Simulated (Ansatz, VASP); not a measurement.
## I: VASP beside Ansatz

Contents of INCAR:

```
SYSTEM = I
ALGO = Normal ; EDIFF = 1E-7
ENCUT = 520 ; GGA = PE
ISIF = 2 ; ISMEAR = -1
LASPH = .TRUE. ; LCHARG = .FALSE.
LREAL = .FALSE. ; LWAVE = .FALSE.
NBANDS = 10 ; NELM = 80
PREC = Accurate ; SIGMA = 0.08
```

File KPOINTS:

```
k-points
0
G
  12 12 12
  0 0 0
```

File POSCAR:

```
I
1.0
    2.9575394937      0.0000000000      0.0000000000
   -1.4787697469      2.5613043343      0.0000000000
    0.0000000000      0.0000000000      2.7704549593
I
1
Direct
    0.0000000000      0.0000000000      0.0000000000
```

Input for Ansatz:

```yaml
crystal:
  lattice:
    - [2.9575394937, 0.0, 0.0]
    - [-1.4787697469, 2.5613043343, 0.0]
    - [0.0, 0.0, 2.7704549593]
  atoms:
    - { symbol: I, position: [0.0, 0.0, 0.0] }
kpoints:
  mp_grid: { grid: [12, 12, 12] }
  band_path:
    path:
      - [0.0, 0.0, 0.0]
      - [0.5, 0.0, 0.0]
      - [0.3333333333, 0.3333333333, 0.0]
      - [0.0, 0.0, 0.0]
      - [0.0, 0.0, 0.5]
      - [0.5, 0.0, 0.5]
      - [0.3333333333, 0.3333333333, 0.5]
      - [0.0, 0.0, 0.5]
      - [0.5, 0.0, 0.5]
    npoints: 8
scf:
  occupations: { method: fermi_dirac, width: 0.08 }
hamiltonian:
  xc: pbe
  pseudopotentials: { kind: paw }
output:
  forces: true
  stress: true
  eigenvalues: true
  populations: true
  dos: { projected: true, de: 0.2, e_range: [-14, 8] }
```

Change from the starting cell: volume scaled by 0.4, PAW files.

Alike in both runs: task single point; functional PBE; k mesh 12 × 12 × 12; occupations fermi-dirac, width 0.08 eV; no spin polarisation.

|  | VASP | Ansatz |
| --- | --- | --- |
| version | VASP 6.6.1 | Ansatz 0.2.0 |
| potentials or method | VASP PAW PBE potentials, release 64 (I) | PAW with Ansatz's default frozen-core files, scalar-relativistic |
| plane-wave cutoff (eV) | 520 | 420 |
| valence electrons in the cell | 7 | 17 |

```csv
,VASP,Ansatz,Ansatz less VASP
pressure (GPa),67.4,67.6,+0.15
largest component of the traceless stress (GPa),0.42,0.45,+0.034
```

The two sets of potentials don't hold the same shells in valence.

Caveats: the cell as given lies far from equilibrium; so large a pressure means that the cell lies far from this level's equilibrium, or that cutoff or potentials fall short (VASP); an odd number of electrons without spin polarisation forces a metal; a magnetic or distorted state may lie lower. The runs have no spin-orbit coupling, so splittings on I are missing.
